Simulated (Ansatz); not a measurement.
# Be: how the settings move a single-point run

Question: which choices in the input matter for Be?

Method: reference: DFT, PBE, all-electron PAW with datasets made for the crystal, scalar-relativistic, in Ansatz 0.2.0.

## 1. The structure to begin with

Symmetry: Im-3m, No. 229, cubic system. Conventional cell: a = 2.555 Å, b = 2.555 Å, c = 2.555 Å, α = 90.00°, β = 90.00°, γ = 90.00°. Around Be (site symmetry m-3m) lie 8 Be at 2.21 Å.

Coordinates:

```
CELL_PARAMETERS angstrom
-1.27770 1.27770 1.27770
1.27770 -1.27770 1.27770
1.27770 1.27770 -1.27770
ATOMIC_POSITIONS crystal
Be 0.00000 0.00000 0.00000
```

## 2. The reference run

input.yaml reads:

```yaml
crystal:
  lattice:
    - [-1.27769819, 1.27769819, 1.27769819]
    - [1.27769819, -1.27769819, 1.27769819]
    - [1.27769819, 1.27769819, -1.27769819]
  atoms:
    - { symbol: Be, position: [0.0, 0.0, 0.0] }
kpoints:
  mp_grid: { grid: [23, 23, 23] }
scf:
  occupations: { method: fermi_dirac, width: 0.03 }
hamiltonian:
  xc: pbe
  pseudopotentials: { kind: all_electron, datasets: crystal }
output:
  forces: true
  stress: true
  eigenvalues: true
  efg: { contact_densities: true }
```

Run with:

```
ansatz run input.yaml --threads 1 --pin off --max-ram 2048MiB --backend cpu --events-out ev --progress --plain --runs-dir out
```

## 3. A further run, with the input changed

Changes to input.yaml since step 2:

```diff
@@ -11,2 +11,3 @@
   occupations: { method: fermi_dirac, width: 0.03 }
+  mixing: { algorithm: broyden, beta: 0.7 }
 hamiltonian:
@@ -19 +20,4 @@
   efg: { contact_densities: true }
+accuracy: high
+basis:
+  xc_grid: 3
```

(Steps that only read results are left out.)

**Question.** What will these runs give? Wanted: for each run, ending; energy change.

As calculated:

| run | ending | energy change | cycles | time |
| --- | --- | --- | --- | --- |
| reference | converged | - | 5 | 3.6 s |
| 1: mixing.algorithm broyden, mixing.beta 0.7, accuracy high, xc_grid 3 | refused | - | - | 0.03 s |

Residual by cycle in the longest SCF loop of each run; runs are numbered as in the table. The quantity is the density residual dr2, in eV.

| cycle | reference |
| --- | --- |
| 1 | 0.0101 |
| 2 | 0.00308 |
| 3 | 6.2e-6 |
| 4 | 9.2e-7 |
| 5 | 4.6e-10 |

**Reading.** With the changed mixing, accuracy level and numerical grids the run ends refused. 1 of the 1 altered inputs did not end normally.
